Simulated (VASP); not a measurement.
Runs of VASP 6.6.1 on CdO. Symmetry: Fm-3m, No. 225, cubic system. The conventional cell has a = 4.699 Å, b = 4.699 Å, c = 4.699 Å, α = 90.00°, β = 90.00°, γ = 90.00°. Cd (site symmetry m-3m) has 6 O at 2.35 Å as nearest neighbours. O (site symmetry m-3m) has 6 Cd at 2.35 Å as nearest neighbours. 

```tsv
task	cell	gap on the mesh (eV)	pressure (GPa)
single point	a relaxed cell with its volume scaled by 1.03	none	-3.5
single point	a relaxed cell with its volume scaled by 0.91	none	(a)
relaxation of cell and atoms	relaxed	none	0.0
single point	a relaxed cell with its volume scaled by 0.94	none	9.0
single point	a relaxed cell with its volume scaled by 1.09	none	-8.8
single point	a relaxed cell with its volume scaled by 1.06	none	-6.4
single point	a relaxed cell with its volume scaled by 0.97	none	(b)
band structure	Fm-3m, 13.68 Å³/atom	-	0.0
```

Alike in all rows: level PBE; potentials or basis VASP PAW PBE potentials, release 64 (Cd, O); no spin polarisation; k mesh 12 × 12 × 12; cutoff (eV) 520; smearing gaussian 0.02 eV.

Question: Fill in the values left out.

Answer: (a) 14.9; (b) 4.1.

Caveats: this crystal is a semiconductor, whose small gap the functional closes, so the metal is an error of the method (some runs).

A k mesh can miss the band edges, and the runs leave out spin-orbit coupling on Cd.

A gap of «none» marks a metal or a gap under the smearing width.
